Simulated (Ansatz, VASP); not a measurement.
# Two plane-wave programs on Tc

Contents of INCAR:

```
ALGO     = Normal         # electronic algorithm
EDIFF    = 1E-7           # SCF threshold, eV
ENCUT    = 520            # plane-wave cutoff, eV
GGA      = PE             # functional
ISIF     = 2              # what is computed and relaxed
ISMEAR   = -1             # smearing method
LASPH    = True           # aspherical terms in the spheres
LCHARG   = False          # write CHGCAR
LREAL    = False          # projectors in reciprocal space
LWAVE    = False          # write WAVECAR
NBANDS   = 20             # bands
NELM     = 80             # most SCF steps
PREC     = Accurate       # precision mode
SIGMA    = 0.05           # smearing width, eV
```

Contents of KPOINTS:

```
k-points
0
Gamma
  11 11 6
```

The input POSCAR:

```
Tc
1.0
    2.7400000000      0.0000000000      0.0000000000
   -1.3700000000      2.3729096064      0.0000000000
    0.0000000000      0.0000000000      4.3980000000
Tc
2
Direct
    0.6499490000      0.3300850000      0.7450650000
    0.3411890000      0.6657310000      0.2615210000
```

input.yaml

```yaml
crystal:
  lattice:
    - [2.74, 0.0, 0.0]
    - [-1.37, 2.3729096064, 0.0]
    - [0.0, 0.0, 4.398]
  atoms:
    - { symbol: Tc, position: [0.649949, 0.330085, 0.745065] }
    - { symbol: Tc, position: [0.341189, 0.665731, 0.261521] }
hamiltonian:
  xc: pbe
  pseudopotentials: { kind: paw }
kpoints:
  mp_grid: { grid: [11, 11, 6] }
scf:
  occupations: { method: fermi_dirac, width: 0.05 }
output:
  forces: true
  stress: true
  eigenvalues: true
  write_density: true
  write_potential: true
  elf: true
  volumetric_format: npy
```

Change from the starting cell: atoms moved at random, drawn with an rms of 0.05 Å.

Alike in both runs: task single point; functional PBE; k mesh 11 × 11 × 6; occupations fermi-dirac, width 0.05 eV; no spin polarisation.

|  | VASP | Ansatz |
| --- | --- | --- |
| version | VASP 6.6.1 | Ansatz 0.2.0 |
| potentials or method | VASP PAW PBE potentials, release 64 (Tc_pv) | Ansatz PAW earlier set |
| plane-wave cutoff (eV) | 520 | 500 |
| valence electrons in the cell | 26 | 30 |

```csv
,VASP,Ansatz,Ansatz less VASP
gap on the k mesh at the Fermi level (eV),none,none,-
pressure (GPa),3.0,3.7,+0.67
largest component of the traceless stress (GPa),1.16,1.17,+0.013
rms of the force components (eV/Å),0.142,0.148,+0.0068
```

Atom by atom the forces differ by 0.009 eV/Å (rms over components). A gap of «none» marks a metal or a gap that the smearing closes. With one functional, cell and mesh, what is left measures potentials, basis and numerics. The two sets of potentials don't hold the same shells in valence.
